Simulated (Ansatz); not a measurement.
Runs of Ansatz 0.2.0 on GaN. The structure is cubic, space group F-43m (No. 216). Conventional cell: a = 4.507 Å, b = 4.507 Å, c = 4.507 Å, α = 90.00°, β = 90.00°, γ = 90.00°. Ga (site symmetry -43m) has 4 N at 1.95 Å as nearest neighbours. Around N (site symmetry -43m) lie 4 Ga at 1.95 Å. The cell is a database's computed one.

```csv
task,level,cell,cutoff (eV),smearing,gap on the mesh (eV),pressure (GPa),relaxed volume (Å³/atom)
relaxation of cell and atoms,BLYP+D3(BJ),relaxed,-,fermi-dirac 0.05 eV,1.73,0.0,11.62
single point,PBE,as given,422,gaussian 0.023 eV,1.73,4.9,-
single point,PBE,as given,422,gaussian 0.021 eV,1.73,4.9,-
band structure,LDA,as given,422,fermi-dirac 0.05 eV,1.74,(a),-
relaxation of cell and atoms,PBE+D3(BJ),relaxed,-,fermi-dirac 0.05 eV,1.69,0.0,11.52
relaxation of cell and atoms,PBEsol+D3(BJ),relaxed,-,fermi-dirac 0.05 eV,(b),0.0,11.19
```

Alike in all rows: potentials or basis all-electron LAPW, scalar-relativistic; no spin polarisation; k mesh 10 × 10 × 10; basis error allowed 0.001 eV/atom.

Task: Estimate the missing entries.

Result: (a) -6.3; (b) 1.83.

A k mesh can miss the band edges, and the runs leave out spin-orbit coupling on Ga.
